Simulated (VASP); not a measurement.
A run of VASP 6.6.1 is set up as follows.

The input INCAR:

```
SYSTEM = FeO
ALGO = Normal ; EDIFF = 1E-6
ENCUT = 450 ; GGA = PS
ISIF = 2 ; ISMEAR = 0
LASPH = .TRUE. ; LCHARG = .FALSE.
LDAU = .TRUE. ; LDAUJ = 0 0
LDAUL = 2 -1 ; LDAUPRINT = 1
LDAUTYPE = 2 ; LDAUU = 4 0
LMAXMIX = 4 ; LORBIT = 11
LREAL = .FALSE. ; LWAVE = .FALSE.
NBANDS = 22 ; NELM = 150
PREC = Accurate ; SIGMA = 0.05
```

Contents of KPOINTS:

```
k-points
0
G
  9 9 9
  0 0 0
```

POSCAR

```
FeO
1.0
    1.5176821100     -0.8762341700      5.0315891600
   -1.5176821100     -0.8762341700      5.0315891600
    0.0000000000     -3.5049367000      5.0315891600
Fe O
2 2
Direct
    0.0000000000      0.0000000000      0.0000000000
    0.0000000000      0.0000000000      0.5000000000
    0.5000000000      0.5000000000      0.7500000000
    0.5000000000      0.5000000000      0.2500000000
```

Potentials or basis: VASP PAW PBE potentials, release 64 (Fe, O).

The run is started by

```sh
$ cat potpaw_PBE.64/Fe/POTCAR potpaw_PBE.64/O/POTCAR > POTCAR
$ mpirun -np 1 vasp_std > vasp.out
```

Task: Estimate the band gap on the k mesh.

Result: 1.91 eV.

Eigenvalues of the final occupation matrices:
| site | spin | trace | eigenvalues |
| --- | --- | --- | --- |
| site 1 d | 1 | 3.15 | 0.14 0.14 0.96 0.96 0.96 |
| site 1 d | 2 | 3.15 | 0.14 0.14 0.96 0.96 0.96 |
| site 2 d | 1 | 3.15 | 0.14 0.14 0.96 0.96 0.96 |
| site 2 d | 2 | 3.15 | 0.14 0.14 0.96 0.96 0.96 |

Caveat: an odd mesh through Γ misses points on the zone boundary, where band edges often lie. Spin polarisation is off, so any magnetic state and its effect on volume and gap are missing.
